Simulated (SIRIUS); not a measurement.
Runs of SIRIUS 7.12.0 on Gd. It takes space group P6_3/mmc (No. 194, hexagonal). Conventional cell: a = 3.636 Å, b = 3.636 Å, c = 5.783 Å, α = 90.00°, β = 90.00°, γ = 120.00°. Around Gd (site symmetry -6m2) lie 12 Gd at 3.57 to 3.64 Å. 

```csv
task,potentials or basis,spin,k mesh,valence relativity,reference energy of the basis,core relativity,mesh quality,gap on the mesh (eV),moment (μB)
single point,"all-electron FP-LAPW, apw+lo standard","collinear, antiferromagnetic start",5 × 5 × 3,iora,0.25 Ha,-,coarse,none,0.00
single point,"all-electron FP-LAPW, apw+lo standard",off,5 × 5 × 3,iora,0.23 Ha,-,coarse,none,-
band structure,"all-electron FP-LAPW (Koelling-Harmon valence), apw+lo standard","collinear, ferromagnetic start",8 × 8 × 5,koelling_harmon,0.25 Ha,dirac,not flagged,-,15.16
single point,"all-electron FP-LAPW, apw+lo standard","collinear, ferromagnetic start",5 × 5 × 3,iora,0.25 Ha,-,coarse,none,15.20
single point,"all-electron FP-LAPW, apw+lo standard","non-collinear, ferromagnetic start",5 × 5 × 3,iora,0.25 Ha,-,coarse,none,(a)
band structure,"all-electron FP-LAPW (ZORA valence), apw+lo standard","collinear, ferromagnetic start",8 × 8 × 5,zora,0.25 Ha,dirac,not flagged,-,15.16
```

Alike in all rows: level PBE; cell as given; cutoff (eV) 168; smearing fermi-dirac 0.05 eV.

Question: Estimate the missing entries.

Answer: (a) 15.21.

Caveats: some runs use coarse meshes; spin-orbit coupling is left out, which moves the levels of the heavy elements (some runs).

A k mesh can miss the band edges, and the runs leave out spin-orbit coupling on Gd.

A gap of «none» marks a metal or a gap under the smearing width.

Not every run made on this cell is shown here.
